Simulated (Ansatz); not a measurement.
WSe2 built on the 3R-MoS2 prototype at its r2SCAN+rVV10 geometry, in the plane-wave code Ansatz. One HSE06 run serves as the base. The settings are then varied one at a time, some on purpose to values that make no sense. Doubtful ones may also carry a cap on iterations. All numbers are computed, and spin polarisation is off unless an edit sets a moment.

Base input:
```yaml
crystal:
  lattice:
    - [1.6510739566, 0.9532479933, 6.5796479446]
    - [-1.6510739566, 0.9532479933, 6.5796479446]
    - [0.0, -1.9064959866, 6.5796479446]
  atoms:
    - { symbol: W, position: [-1.83143e-05, -1.83143e-05, -1.83143e-05] }
    - { symbol: Se, position: [0.4176504316, 0.4176504316, 0.4176504316] }
    - { symbol: Se, position: [0.2490345494, 0.2490345494, 0.2490345494] }
kpoints:
  mp_grid: { grid: [4, 4, 4] }
hamiltonian:
  xc: hse06
scf:
  occupations: { method: fixed }
  n_extra_bands: 4
output:
  forces: true
  stress: true
  eigenvalues: true
```

Base results:
```
Basis set: ecut = 420 eV, 1239 PW (Γ), FFT grids on a1−a3, a2−a3, a3
Symmetry: 6 space group operations
Space group: R3m (ITA 160)
k-points: 13 of 64 (time reversal used)
Exchange kernel: α = 0.2500, screened, ω = 0.2079 Å⁻¹, Wigner–Seitz truncation, v(0) = 1010.4334 eV·Å³, q-mesh 4×4×4
hybrid SCF converged: 3 outer / 16 inner (+5 warm-up)
Free energy (F): -21328.644686 eV
Fermi energy:    12.259883 eV
--- Forces (eV/Å), atoms counted from 1 ---
  atom   1  W       0.00000      0.00000    -0.00086
  atom   2  Se      0.00000      0.00000    -0.31039
  atom   3  Se      0.00000      0.00000      0.31126
--- Stress (GPa, compression-positive) ---
       -1.481237       0.000000       0.000000
        0.000000      -1.481237       0.000000
        0.000000       0.000000      -0.657210
  P = ⅓ Tr σ = -1.2066 GPa (-12.066 kbar)
--- Band table (eV; the first three rows and the last of 13) ---
  k-point 0: bands = […, 9.1536, 9.1536, 10.4623, 10.4623, 10.8178, 11.1147, 15.4693, 15.4693, 15.7956, 15.7956]
  k-point 1: bands = […, 7.0399, 8.0481, 9.2633, 10.0332, 10.4395, 10.7807, 14.1615, 15.0167, 15.8706, 16.5204]
  k-point 2: bands = […, 6.2024, 6.9618, 8.4284, 9.7035, 10.6379, 10.8441, 14.9955, 15.2311, 16.5051, 16.9315]
  k-point 12: bands = […, 8.3418, 9.1350, 9.1350, 10.4980, 10.4980, 12.2599, 15.5756, 15.5756, 15.6473, 15.6473]
```
The gap over this mesh is 1.902 eV.

Run as `ansatz run input.yaml --threads 4 --pin off --max-ram 3686MiB --backend cpu --events-out ev --progress --plain --runs-dir out`.

**Question.** The input is altered as follows. How does the run end?
```yaml
hamiltonian:
  xc: { exchange: pbe, correlation: pbe, exx: { coeff: 0.5, omega: 0.5 } }
```

**Answer.** That is 50 % exact exchange, screened with ω = 0.5 1/Å, against HSE06's 25 % screened at 0.208 1/Å. The mean stress moves by -1.6 GPa and the gap on the mesh by -0.128 eV (to 1.774). Totals of different functionals aren't comparable.
```
Exchange kernel: α = 0.5000, screened, ω = 0.5000 Å⁻¹, Wigner–Seitz truncation, v(0) = 180.9512 eV·Å³, q-mesh 4×4×4
hybrid SCF converged: 3 outer / 18 inner (+6 warm-up)
Free energy (F): -21332.511296 eV
Fermi energy:    12.282649 eV
--- Forces (eV/Å), atoms counted from 1 ---
  atom   1  W       0.00000      0.00000    -0.00049
  atom   2  Se      0.00000      0.00000    -0.53763
  atom   3  Se      0.00000      0.00000      0.53811
--- Stress (GPa, compression-positive) ---
       -2.810664       0.000000       0.000000
        0.000000      -2.810664       0.000000
        0.000000       0.000000      -2.726191
  P = ⅓ Tr σ = -2.7825 GPa (-27.825 kbar)
```

**Question.** Predict the outcome of this edit.
```yaml
hamiltonian:
  xc:
    exchange: pbe
    correlation: pbe
    exx: { coeff: 0.3, omega: 0.2078 }
```

**Answer.** That is 30 % exact exchange, screened with ω = 0.2078 1/Å, against HSE06's 25 % screened at 0.208 1/Å. The mean stress moves by -0.8 GPa and the gap on the mesh by +0.106 eV (to 2.008). Totals of different functionals aren't comparable.
Lines that differ from the base's log, and the results:
```
Exchange kernel: α = 0.3000, screened, ω = 0.2078 Å⁻¹, Wigner–Seitz truncation, v(0) = 1011.0480 eV·Å³, q-mesh 4×4×4
hybrid SCF converged: 3 outer / 17 inner (+5 warm-up)
Free energy (F): -21329.464720 eV
Fermi energy:    12.192106 eV
--- Forces (eV/Å), atoms counted from 1 ---
  atom   1  W       0.00000      0.00000    -0.00034
  atom   2  Se      0.00000      0.00000    -0.41477
  atom   3  Se      0.00000      0.00000      0.41515
--- Stress (GPa, compression-positive) ---
       -2.258220       0.000000       0.000000
        0.000000      -2.258220       0.000000
        0.000000       0.000000      -1.572416
  P = ⅓ Tr σ = -2.0296 GPa (-20.296 kbar)
```

**Question.** The input is altered as follows. How does the run end?
```yaml
hamiltonian:
  xc: { exchange: pbe, correlation: pbe, exx: { coeff: 0.4 } }
```

**Answer.** That is 40 % exact exchange, at all ranges, against HSE06's 25 % screened at 0.208 1/Å. The mean stress moves by -2.5 GPa and the gap on the mesh by +1.373 eV (to 3.275). Totals of different functionals aren't comparable.
Lines that differ from the base's log, and the results:
```
hybrid SCF converged: 3 outer / 19 inner (+6 warm-up)
Free energy (F): -21326.965567 eV
Fermi energy:    11.529665 eV
--- Forces (eV/Å), atoms counted from 1 ---
  atom   1  W       0.00000      0.00000      0.00094
  atom   2  Se      0.00000      0.00000    -0.59268
  atom   3  Se      0.00000      0.00000      0.59175
--- Stress (GPa, compression-positive) ---
       -3.858152       0.000000       0.000000
        0.000000      -3.858152       0.000000
        0.000000       0.000000      -3.262987
  P = ⅓ Tr σ = -3.6598 GPa (-36.598 kbar)
--- Band table (eV; the first three rows and the last of 13) ---
  k-point 0: bands = […, 8.0936, 8.0936, 9.5758, 9.5758, 9.8859, 10.2726, 16.2483, 16.2483, 16.5974, 16.5974]
  k-point 1: bands = […, 5.8411, 6.9581, 8.2673, 9.0560, 9.5000, 9.8875, 14.8451, 15.7571, 16.6866, 17.3908]
  k-point 2: bands = […, 4.9566, 5.7416, 7.3451, 8.6984, 9.7069, 9.9322, 15.7837, 16.0144, 17.3675, 17.8282]
  k-point 12: bands = […, 7.2262, 8.0727, 8.0727, 9.6180, 9.6180, 11.5297, 16.3615, 16.3615, 16.4310, 16.4310]
```

No spin-orbit coupling is included; it can move band edges with weight on the heavy atoms by tenths of an eV.

The program warns that its thresholds are loose for a hybrid's stress.
